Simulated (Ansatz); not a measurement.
Li:

```xyz
1
Lattice="-1.7547 1.7547 1.7547 1.7547 -1.7547 1.7547 1.7547 1.7547 -1.7547" Properties=species:S:1:pos:R:3 pbc="T T T"
Li    0.0000    0.0000    0.0000
```

| Quantity | Value |
| --- | --- |
| Program | Ansatz 0.2.0 |
| Task | relaxation of cell and atoms |
| Functional | BLYP |
| Dispersion | D3(BJ) |
| Potentials or basis | Ansatz PAW |
| Cutoff | 420 eV (not typed: the program's choice for these potentials) |
| k mesh | 11 × 11 × 11 |
| Occupations | fermi-dirac, width 0.05 eV |
| Spin | no spin polarisation |

At the start: volume 21.61 Å³/atom.

Question: Where does the relaxation end?

Answer: It ends after 6 steps and the volume is 15.72 Å³/atom (-27.3 %); space group Im-3m (No. 229, to 0.05 Å).

Step by step:
| step | energy change (eV) | largest force (eV/Å) | volume (Å³) |
| --- | --- | --- | --- |
| 1 | 0.0000 | 0.0000 | 21.61 |
| 2 | -0.0465 | 0.0000 | 19.18 |
| 3 | -0.0773 | 0.0000 | 16.41 |
| 4 | -0.0788 | 0.0000 | 15.56 |
| 5 | -0.0789 | 0.0000 | 15.72 |
| 6 | -0.0787 | 0.0000 | 15.72 |

Final structure:
```xyz
1
Lattice="-1.5780 1.5780 1.5780 1.5780 -1.5780 1.5780 1.5780 1.5780 -1.5780" Properties=species:S:1:pos:R:3 pbc="T T T"
Li    0.0000    0.0000    0.0000
```

The cell as given is a measured one (21.61 Å³/atom); BLYP+D3(BJ) puts the equilibrium volume -27.3 % from it, thermal expansion not counted.

Caveat: the potentials were made for another functional, which shifts forces and pressure; the volume moved by over 15 % at a fixed basis, so the end points are rough; the plane-wave basis is chosen anew once the cell has moved, so the energies of steps on either side of that aren't comparable; the volume moved by -27 % from the deposited cell, more than functionals usually miss; pairwise dispersion overbinds metals, which lowers pressure and volume.
